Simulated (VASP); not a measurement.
# GaAs: single point with HSE06

The system is GaAs.

```xyz
2
Lattice="0.0000 2.8268 2.8268 2.8268 0.0000 2.8268 2.8268 2.8268 0.0000" Properties=species:S:1:pos:R:3 pbc="T T T"
As    4.2403    4.2403    4.2403
Ga    0.0000    0.0000    0.0000
```

| Item | Value |
| --- | --- |
| Program | VASP 6.6.1 |
| Task | single point |
| Functional | HSE06 |
| Potentials or basis | VASP PAW PBE potentials, release 64 (As, Ga_d) |
| Cutoff | 520 eV |
| k mesh | 4 × 4 × 4 |
| Occupations | gaussian, width 0.02 eV |
| Spin | no spin polarisation |

| Quantity | Value |
| --- | --- |
| Pressure | 1.3 GPa |
| Band gap on the k mesh | 1.49 eV, direct |

Levels at points of the mesh, in eV from the valence-band top:
```
           k point  band 5  band 6  band 7  band 8  band 9  band 10  band 11  band 12  band 13  band 14
(0.00, 0.00, 0.00)  -17.31  -13.94    0.00    0.00    0.00     1.49     4.57     4.57     4.57     8.63
(0.50, 0.00, 0.00)  -17.31  -12.02   -7.19   -1.23   -1.23     1.82     5.49     5.49     8.69    11.64
(0.50, 0.50, 0.00)  -17.30  -11.19   -7.37   -2.90   -2.90     2.11     2.38    11.55    11.55    12.30
```

Wall time 2.1 min on 1 thread of Intel(R) Xeon(R) 6975P-C (Granite Rapids), with other jobs on the host, peak memory 0.27 GiB.

Caveat: the k mesh is coarse (spacing up to 0.48 Å⁻¹), so the values aren't converged, least of all with exact exchange; the PAW data sets were made with another functional, which shifts forces and pressure a little. A k mesh can miss the band edges.
